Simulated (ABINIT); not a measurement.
GaP:

```xyz
2
Lattice="0.0000 2.7252 2.7252 2.7252 0.0000 2.7252 2.7252 2.7252 0.0000" Properties=species:S:1:pos:R:3 pbc="T T T"
Ga    0.0000    0.0000    0.0000
P     4.0879    4.0879    4.0879
```

* Program: ABINIT 10.8.3 (patched build)
* Task: relaxation of cell and atoms
* Functional: LDA
* Potentials or basis: PseudoDojo NC SR LDA v0.4.1 standard
* Cutoff: 1088 eV
* k mesh: 6 × 6 × 6
* Occupations: fermi-dirac, width 0.05 eV
* Spin: no spin polarisation

At the start: pressure -2.9 GPa; volume 20.24 Å³/atom.

**Question.** How do energy, volume and symmetry change on relaxing?

**Answer.** Over 4 steps the energy falls by 6.4 meV/atom and the volume is 19.56 Å³/atom (-3.4 %); space group F-43m (No. 216, to 0.05 Å).

Step by step:
```
step  energy change (eV)  largest force (eV/Å)  pressure (GPa)  volume (Å³)
   1              0.0000                0.0000           -2.88        40.48
   2             -0.0056                0.0000           -2.19        40.12
   3             -0.0127                0.0000            0.12        39.06
   4             -0.0128                0.0000            0.00        39.11
```

Final structure:
```xyz
2
Lattice="0.0000 2.6941 2.6941 2.6941 0.0000 2.6941 2.6941 2.6941 0.0000" Properties=species:S:1:pos:R:3 pbc="T T T"
Ga    0.0000    0.0000    0.0000
P     4.0412    4.0412    4.0412
```
